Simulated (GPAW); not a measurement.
# TiCo3 (Pm-3m) in GPAW: band structure with PBEsol

Aim: the band structure of TiCo3 with PBEsol.

All numbers are computed with GPAW 26.7.0; they aren't measurements. Logs are shortened: lines on timing, memory, paths and dates and some standing lists are left out, and cuts for length are marked. The log counts tension as positive stress, the text compression.

### 1 The structure

It takes space group Pm-3m (No. 221, cubic). The conventional cell has a = 3.571 Å, b = 3.571 Å, c = 3.571 Å, α = 90.00°, β = 90.00°, γ = 90.00°. Co (site symmetry 4/mmm) has 8 Co at 2.53 Å and 4 Ti at 2.53 Å as nearest neighbours. Ti (site symmetry m-3m) is surrounded by 12 Co at 2.53 Å.

### 2 Band structure, PBEsol, collinear spin, ferromagnetic start

Contents of run.py:

```python
from ase import Atoms
from ase.dft.bandgap import bandgap
from ase.io import write
from ase.units import GPa
from gpaw import GPAW, PW, setup_paths

setup_paths.insert(0, '.')

atoms = Atoms(['Co', 'Co', 'Co', 'Ti'],
              cell=[[3.571, 0.0, 0.0],
                    [0.0, 3.571, 0.0],
                    [0.0, 0.0, 3.571]],
              scaled_positions=[[0.5, 0.5, 0.0],
                                [0.5, 0.0, 0.5],
                                [0.0, 0.5, 0.5],
                                [0.0, 0.0, 0.0]],
              pbc=True)
atoms.set_initial_magnetic_moments([2.0, 2.0, 2.0, 1.0])

calc = GPAW(mode=PW(600),
            xc='PBEsol',
            kpts={'size': (6, 6, 6), 'gamma': True},
            occupations={'name': 'fermi-dirac', 'width': 0.05},
            nbands=39,
            convergence={'density': 1e-05, 'energy': 1e-05},
            maxiter=150,
            txt='gpaw.txt')
atoms.calc = calc
energy = atoms.get_potential_energy()
forces = atoms.get_forces()
stress = atoms.get_stress()
calc.write('gs.gpw')
write('result.traj', atoms)
print(f'Energy: {energy:.6f} eV')
print('Forces (eV/A):')
print(forces.round(4))
print('Stress (GPa):', (stress / GPa).round(3))
print('Moments:', calc.get_magnetic_moments().round(3))
print('Fermi level:', round(calc.get_fermi_level(), 4), 'eV')
print(f'Gap: {bandgap(calc)[0]:.4f} eV, direct: {bandgap(calc, direct=True)[0]:.4f} eV')

path = atoms.cell.bandpath('GXMGRX,MR', npoints=80, eps=1e-4)
bs_calc = calc.fixed_density(kpts=path, symmetry='off', nbands=54,
                             convergence={'bands': 'CBM+6.0', 'eigenstates': 1e-6}, txt='bands.txt')
bs = bs_calc.band_structure()
bs.write('bs.json')
print(f'Gap on the path: {bandgap(bs_calc)[0]:.4f} eV')
```

Potentials or basis: PAW data sets generated in the run's folder for this functional, pw.

Run with:

```
$ gpaw-setup -f PBEsol Co Ti
$ OMP_NUM_THREADS=1 python run.py
```

gpaw.txt:

```text
__  _  _
 | _ |_)|_||  |
 |__||  | ||/\| - 26.7.0

Input parameters:
  mode=PW(ecut=600.0),
  convergence={'density': 1e-05, 'energy': 1e-05},
  kpts=MonkhorstPack(size=(6, 6, 6), gamma=True),
  maxiter=150,
  nbands=39,
  occupations=Occupations(name='fermi-dirac', width=0.05),
  xc=XC(name='PBEsol')

Diagonalizing LCAO Hamiltonian
Converting LCAO to pw mode
   .--------.
  /|        |
 * |        |
 |Co        |
 | .-Co-----.
 |/   Co   /
 Ti-------*

Atoms  # Å, Bohr magnetons
|   | symbol |        x |        y |        z |    initial magnetic moments |
|---|--------|----------|----------|----------|-----------------------------|
| 0 |     Co | 1.785500 | 1.785500 | 0.000000 | ( 0.0000,  0.0000,  2.0000) |
| 1 |     Co | 1.785500 | 0.000000 | 1.785500 | ( 0.0000,  0.0000,  2.0000) |
| 2 |     Co | 0.000000 | 1.785500 | 1.785500 | ( 0.0000,  0.0000,  2.0000) |
| 3 |     Ti | 0.000000 | 0.000000 | 0.000000 | ( 0.0000,  0.0000,  1.0000) |

Unit cell  # Å
| periodic |        x |        y |        z |  lengths |    angles |
|----------|----------|----------|----------|----------|-----------|
|      yes | 3.571000 | 0.000000 | 0.000000 | 3.571000 | 90.000000 |
|      yes | 0.000000 | 3.571000 | 0.000000 | 3.571000 | 90.000000 |
|      yes | 0.000000 | 0.000000 | 3.571000 | 3.571000 | 90.000000 |

Number of symmetries: 48
Symmetry operations  # r_c * U_cc + t_c -> r_c
|    | kind |            matrix            |
|----|------|------------------------------|
|  0 |  E   |  1, 0, 0,  0, 1, 0,  0, 0, 1 |
|  1 |  σ   |  1, 0, 0,  0, 1, 0,  0, 0,-1 |
|  2 |  σ   |  1, 0, 0,  0, 0, 1,  0, 1, 0 |
|  3 |  C4  |  1, 0, 0,  0, 0, 1,  0,-1, 0 |
|  4 |  C4  |  1, 0, 0,  0, 0,-1,  0, 1, 0 |
|  5 |  σ   |  1, 0, 0,  0, 0,-1,  0,-1, 0 |
|  6 |  σ   |  1, 0, 0,  0,-1, 0,  0, 0, 1 |
|  7 |  C2  |  1, 0, 0,  0,-1, 0,  0, 0,-1 |
|  8 |  σ   |  0, 1, 0,  1, 0, 0,  0, 0, 1 |
|  9 |  C2  |  0, 1, 0,  1, 0, 0,  0, 0,-1 |
| 10 |  C3  |  0, 1, 0,  0, 0, 1,  1, 0, 0 |
| 11 |  S6  |  0, 1, 0,  0, 0, 1, -1, 0, 0 |
| 12 |  S6  |  0, 1, 0,  0, 0,-1,  1, 0, 0 |
| 13 |  C3  |  0, 1, 0,  0, 0,-1, -1, 0, 0 |
| 14 |  C4  |  0, 1, 0, -1, 0, 0,  0, 0, 1 |
| 15 |  S4  |  0, 1, 0, -1, 0, 0,  0, 0,-1 |
| 16 |  C3  |  0, 0, 1,  1, 0, 0,  0, 1, 0 |
| 17 |  S6  |  0, 0, 1,  1, 0, 0,  0,-1, 0 |
| 18 |  σ   |  0, 0, 1,  0, 1, 0,  1, 0, 0 |
| 19 |  C4  |  0, 0, 1,  0, 1, 0, -1, 0, 0 |
| 20 |  C2  |  0, 0, 1,  0,-1, 0,  1, 0, 0 |
| 21 |  S4  |  0, 0, 1,  0,-1, 0, -1, 0, 0 |
| 22 |  S6  |  0, 0, 1, -1, 0, 0,  0, 1, 0 |
| 23 |  C3  |  0, 0, 1, -1, 0, 0,  0,-1, 0 |
| 24 |  S6  |  0, 0,-1,  1, 0, 0,  0, 1, 0 |
| 25 |  C3  |  0, 0,-1,  1, 0, 0,  0,-1, 0 |
| 26 |  C4  |  0, 0,-1,  0, 1, 0,  1, 0, 0 |
| 27 |  σ   |  0, 0,-1,  0, 1, 0, -1, 0, 0 |
| 28 |  S4  |  0, 0,-1,  0,-1, 0,  1, 0, 0 |
| 29 |  C2  |  0, 0,-1,  0,-1, 0, -1, 0, 0 |
| 30 |  C3  |  0, 0,-1, -1, 0, 0,  0, 1, 0 |
[... 124 lines left out ...]
  Pratt-step length: 0.05
  Maximum mixing coefficient: 0.75
  Old densities: 10
  SVD Regularization: 0.005
  Good broyden scale: 1.0
  Trust region scale: 1.0
  Backstep threshold: 4.0
  History deletion threshold: 6.0
  Fourier metric: weight=20.0, sigma=0.015

occupation numbers:
  Fermi-Dirac:
    width: 0.0500  # eV

poisson solver:
  ecut: 4800.0  # eV

xc functional:
  name: PBEsol with 2 nearest neighbor stencil

convergence criteria:
- Maximum integral of absolute [dens]ity change: 1e-05 electrons / valence electron
- Maximum [total energy] change in last 3 cyles: 1e-05 eV / valence electron
- Maximum integral of absolute [eigenst]ate change: 4e-08 eV^2 / valence electron
maximum number of iterations: 150

SCF iterations
|iter     | |      energy | eigst |  dens |  magmom |
|---------|-|-------------|-------|-------|---------|
|iter:   1| |  -34.949577 | +0.37 |       |  +7.0134|
|iter:   2| |  -34.883978 | -1.81 | -0.81 |  +6.8037|
|iter:   3| |  -35.414805 | -1.39 | -0.85 |  +5.2022|
|iter:   4| |  -35.174256 | -2.44 | -0.91 |  +4.0314|
|iter:   5| |  -35.243539 | -2.51 | -1.29 |  +3.3479|
|iter:   6| |  -35.223965 | -3.20 | -1.52 |  +2.7536|
|iter:   7| |  -35.223980 | -4.20 | -2.28 |  +2.6066|
|iter:   8| |  -35.224099c| -5.06 | -2.70 |  +2.5881|
|iter:   9| |  -35.224149c| -5.60 | -2.98 |  +2.5983|
|iter:  10| |  -35.224121c| -6.46 | -3.38 |  +2.5976|
|iter:  11| |  -35.224069c| -6.37 | -3.69 |  +2.5910|
|iter:  12| |  -35.224071c| -7.60c| -4.01 |  +2.5905|
|iter:  13| |  -35.224074c| -7.75c| -4.53 |  +2.5907|
|iter:  14| |  -35.224074c| -8.64c| -5.51c|  +2.5907|

Converged in 14 steps
Energy contributions relative to reference atoms: (reference = -136804.329123)

Energy contributions:
  Kinetic:          30.216850
  Coulomb:         -25.525655
  Zero:             -0.075081
  External:          0.000000
  Xc:              -39.821107
  Entropy:          -0.038162
  Spinorbit:         0.000000
  ----------------------------
  Free energy:     -35.243155
  Extrapolated:    -35.224074

dipole moment: (-21.107316, -21.107316, -21.107316)  # |e|*Ang

Total magnetic moment: (0.000000, 0.000000, 2.590709)

Local magnetic moments
|        x |        y |         z |
|----------|----------|-----------|
| 0.000000 | 0.000000 |  1.029806 |  # Co   0
| 0.000000 | 0.000000 |  1.029806 |  # Co   1
| 0.000000 | 0.000000 |  1.029806 |  # Co   2
| 0.000000 | 0.000000 | -0.295828 |  # Ti   3

Fermi level: 10.654
Eigenvalues  # (at kpt = [0.000, 0.000, 0.000])
| band index |      eig [eV] | occ [0-1] |      eig [eV] | occ [0-1] |
|------------|---------------|-----------|---------------|-----------|
|          0 |       -45.395 |     1.000 |       -45.707 |     1.000 |
|        ... |               |           |               |           |
|          8 |         6.778 |     1.000 |         7.380 |     1.000 |
|          9 |         6.778 |     1.000 |         7.380 |     1.000 |
|         10 |         6.778 |     1.000 |         7.380 |     1.000 |
|         11 |         8.945 |     1.000 |         9.708 |     1.000 |
|         12 |         8.945 |     1.000 |         9.708 |     1.000 |
|         13 |         8.945 |     1.000 |         9.708 |     1.000 |
|         14 |         9.840 |     1.000 |        11.064 |     0.000 |
|         15 |         9.840 |     1.000 |        11.064 |     0.000 |
|         16 |        10.390 |     0.995 |        11.657 |     0.000 |
|         17 |        10.696 |     0.301 |        11.834 |     0.000 |
|         18 |        10.696 |     0.301 |        11.834 |     0.000 |
|         19 |        10.696 |     0.301 |        11.834 |     0.000 |
|         20 |        12.939 |     0.000 |        13.347 |     0.000 |
|         21 |        12.939 |     0.000 |        13.347 |     0.000 |
|         22 |        13.768 |     0.000 |        13.766 |     0.000 |
|        ... |               |           |               |           |
|         38 |        37.455 |     0.000 |        37.387 |     0.000 |

No gap
No difference between direct/indirect transitions

Forces  # eV/Ang
|        x |        y |        z |
|----------|----------|----------|
| -0.00000 | -0.00000 |  0.00000 |  # Co   0
| -0.00000 |  0.00000 | -0.00000 |  # Co   1
|  0.00000 | -0.00000 | -0.00000 |  # Co   2
|  0.00000 | -0.00000 |  0.00000 |  # Ti   3

Stress tensor  # eV/Ang^3
|        x |        y |        z |
|----------|----------|----------|
| 0.021734 | 0.000000 | 0.000000 |
| 0.000000 | 0.021734 | 0.000000 |
| 0.000000 | 0.000000 | 0.021734 |

# Writing to gs.gpw (mode='')
```

Run time: 3.3 min. Hardware: 1 thread of Arm Neoverse V2, shared host; peak memory 0.48 GiB.

What came out:

```yaml
Free_energy: -35.2432 eV
Pressure: -3.5 GPa
Band_gap_along_the_path: none (metal or under the smearing width)
Net_moment: 2.59 μB per cell
Site_moments: Co +1.03; Ti -0.30 μB
```

Levels at the corners of the path, in eV from the Fermi level:
Spin up:
| point | band 19 | band 20 | band 21 | band 22 | band 23 | band 24 |
| --- | --- | --- | --- | --- | --- | --- |
| Γ | 0.04 | 0.04 | 2.28 | 2.28 | 3.11 | 3.11 |
| X | -1.12 | -0.67 | 0.04 | 1.10 | 1.10 | 1.69 |
| M | -1.43 | -0.98 | -0.88 | 1.63 | 1.63 | 1.64 |
| Γ | 0.04 | 0.04 | 2.28 | 2.28 | 3.11 | 3.11 |
| R | -0.19 | -0.19 | 0.65 | 0.65 | 0.65 | 1.85 |
| X | -1.12 | -0.67 | 0.04 | 1.10 | 1.10 | 1.69 |
| M | -1.43 | -0.98 | -0.88 | 1.63 | 1.63 | 1.64 |
| R | -0.19 | -0.19 | 0.65 | 0.65 | 0.65 | 1.85 |
Spin down:
```
point  band 16  band 17  band 18  band 19  band 20  band 21
    Γ     0.41     1.00     1.18     1.18     1.18     2.69
    X    -0.35    -0.22    -0.22    -0.03     0.60     1.18
    M    -1.27    -0.41    -0.35    -0.35    -0.06     0.09
    Γ     0.41     1.00     1.18     1.18     1.18     2.69
    R    -0.75    -0.26     0.57     0.57     0.57     0.99
    X    -0.35    -0.22    -0.22    -0.03     0.60     1.18
    M    -1.27    -0.41    -0.35    -0.35    -0.06     0.09
    R    -0.75    -0.26     0.57     0.57     0.57     0.99
```

### 3 For comparison

An earlier run on the cell as given: functional PBEsol; potentials or basis PAW data sets generated in the run's folder for this functional; cutoff 600 eV; basis pw; k mesh 8 × 8 × 8; occupations fermi-dirac, width 0.05 eV; collinear spin, ferromagnetic start; starting moments [2.0, 2.0, 2.0, 1.0] μB.

* Pressure: -3.7 GPa
* Band gap on the k mesh: none (metal or under the smearing width)
* Net moment: 2.49 μB per cell
* Site moments: Co +1.00; Ti -0.30 μB
